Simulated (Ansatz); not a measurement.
Runs of Ansatz 0.2.0 on MnSb. It takes space group P6_3/mmc (No. 194, hexagonal). The conventional cell has a = 4.150 Å, b = 4.150 Å, c = 5.780 Å, α = 90.00°, β = 90.00°, γ = 120.00°. Sb (site symmetry -6m2) is surrounded by 6 Mn at 2.80 Å. Mn (site symmetry -3m) is surrounded by 6 Sb at 2.80 Å and 2 Mn at 2.89 Å. 

```csv
task,level,spin,U,cell,k mesh,cutoff (eV),points for each segment of the path,hubbard projectors,double counting,atoms under strain,gap on the mesh (eV),pressure (GPa),moment (μB)
relaxation of cell and atoms,PBEsol,"collinear, ferromagnetic start",-,relaxed,7 × 7 × 5,420,-,-,-,-,-,0.0,5.67
band structure,PBE,"non-collinear, ferromagnetic start, SOC",-,as given,7 × 7 × 5,420,14,-,-,-,none,-3.1,(d)
band structure,r2SCAN+U,"collinear, ferromagnetic start",Mn d U = 7 eV,as given,7 × 7 × 5,500,14,ortho-atomic (the default),fll (the default),-,none,13.7,(b)
single point,PBE,"collinear, ferromagnetic start",-,as given,7 × 7 × 5,250,-,-,-,-,none,-0.3,6.77
band structure,PBEsol+U,"collinear, ferromagnetic start",Mn d U = 4.5 eV,as given,7 × 7 × 5,420,14,ortho-atomic (the default),fll (the default),-,none,(c),8.18
band structure,r2SCAN,"collinear, ferromagnetic start",-,as given,7 × 7 × 5,500,14,-,-,-,none,0.3,7.47
single point,PBE,"collinear, ferromagnetic start",-,as given,10 × 10 × 7,420,-,-,-,-,none,-3.2,(a)
elastic constants,LDA,"collinear, ferromagnetic start",-,as given,6 × 6 × 4,420,-,-,-,relaxed,none,-10.4,6.56
```

Alike in all rows: potentials or basis Ansatz PAW; smearing fermi-dirac 0.05 eV.

Fill in the values left out.

(a) 6.71; (b) 8.29; (c) 5.6; (d) 6.72.

Caveats: the PAW data sets come from PBE, with cores solved anew for the run's functional, which leaves a small shift of forces and pressure (some runs); the magnetic or orbital state may not be the lowest (some runs); spin-orbit coupling is left out, which moves the levels of the heavy elements (some runs); the U is typed as a test and isn't derived for this compound (some runs); the plane-wave basis is chosen anew once the cell has moved, so the energies of steps on either side of that aren't comparable (some runs); the thresholds are loose for stress (some runs).

A k mesh can miss the band edges, and rows without SOC leave out spin-orbit coupling on Sb.

A gap of «none» marks a metal or a gap under the smearing width.
